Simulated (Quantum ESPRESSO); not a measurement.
Sn in Quantum ESPRESSO: the effect of target pressure

Crystal: Sn.

```
Sn
1.0
     0.00000    3.23334    3.23334
     3.23334    0.00000    3.23334
     3.23334    3.23334    0.00000
Sn
2
Direct
  0.75000 0.75000 0.75000
  0.50000 0.50000 0.50000
```

This isn't the form of Sn at room conditions, which is tetragonal (white tin).

Alike in all runs:

| Property | Result |
| --- | --- |
| Program | Quantum ESPRESSO 7.5 |
| Task | relaxation of cell and atoms |
| Functional | PBEsol |
| Potentials or basis | GBRV 1.5 PBEsol |
| Cutoff | 1061 eV |
| Density cutoff | 8517 eV |
| k mesh | 7 × 7 × 7 |
| Occupations | fermi-dirac, width 0.05 eV |
| Spin | no spin polarisation |

Each run relaxes the cell or the atoms first.

Q: One run gave: relaxed volume 25.16 Å³/atom. Which target pressure did it use?
A. 5 GPa
B. 20 GPa
C. 30 GPa
D. 2 GPa
E. 0 GPa

A: C.

| target pressure | relaxed volume (Å³/atom) |
| --- | --- |
| 0 GPa | 34.58 |
| 2 GPa | 33.20 |
| 5 GPa | 31.62 |
| 10 GPa | 29.63 |
| 20 GPa | 26.98 |
| 30 GPa | 25.16 |

Caveats: the volume moved by over 15 % at a fixed basis, so the end points are rough (some runs).
